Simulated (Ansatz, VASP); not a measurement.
**B: VASP beside Ansatz**

INCAR

```
PREC = Accurate
ENCUT = 600
EDIFF = 1E-6
ISMEAR = 0
SIGMA = 0.1
LREAL = False
LASPH = True
NELM = 100
ALGO = Fast
ISIF = 3
LWAVE = False
LCHARG = False
GGA = PE
IBRION = 2
NSW = 100
EDIFFG = -0.01
```

Contents of KPOINTS:

```
Automatic mesh
0
Gamma
  28 28 28
```

The input POSCAR:

```
B
1.0
    1.8848708665      0.0000000000      0.0000000000
    0.0000000000      1.8848708665      0.0000000000
    0.0000000000      0.0000000000      1.8848708665
B
1
Direct
    0.5000000000      0.5000000000      0.5000000000
```

Input for Ansatz:

```yaml
crystal:
  lattice:
    - [1.8848708665, 0.0, 0.0]
    - [0.0, 1.8848708665, 0.0]
    - [0.0, 0.0, 1.8848708665]
  atoms:
    - { symbol: B, position: [0.5, 0.5, 0.5] }
basis:
  ecutwfc: 420
kpoints:
  mp_grid: { grid: [28, 28, 28] }
hamiltonian:
  xc: pbe
scf:
  occupations: { method: gaussian, width: 0.1 }
output:
  forces: true
  stress: true
  eigenvalues: true
relax:
  adjacent_minimum: "off"
  f_tol: 0.01
  max_steps: 80
  cell: { stress_tol: 0.05 }
```

Alike in both runs: task relaxation of cell and atoms; functional PBE; k mesh 28 × 28 × 28; occupations gaussian, width 0.1 eV; no spin polarisation.

|  | VASP | Ansatz |
| --- | --- | --- |
| version | VASP 6.6.1 | Ansatz 0.2.0 |
| potentials or method | VASP PAW PBE potentials, release 64 (B) | scalar-relativistic, plane waves, PAW |
| plane-wave cutoff (eV) | 600 | 420 |
| valence electrons in the cell | 3 | 3 |

|  | VASP | Ansatz | Ansatz less VASP |
| --- | --- | --- | --- |
| gap on the k mesh at the Fermi level, each at its own relaxed structure (eV) | none | none | - |
| relaxed volume (Å³/atom) | 6.70 | 6.70 | 0.000 |
| relaxed cell length with the largest relative difference (Å) | 1.885 | 1.885 | 0.0000 |

A gap of «none» marks a metal or a gap that the smearing closes.

Caveats: the relaxation stopped at its first step, so nothing moved.
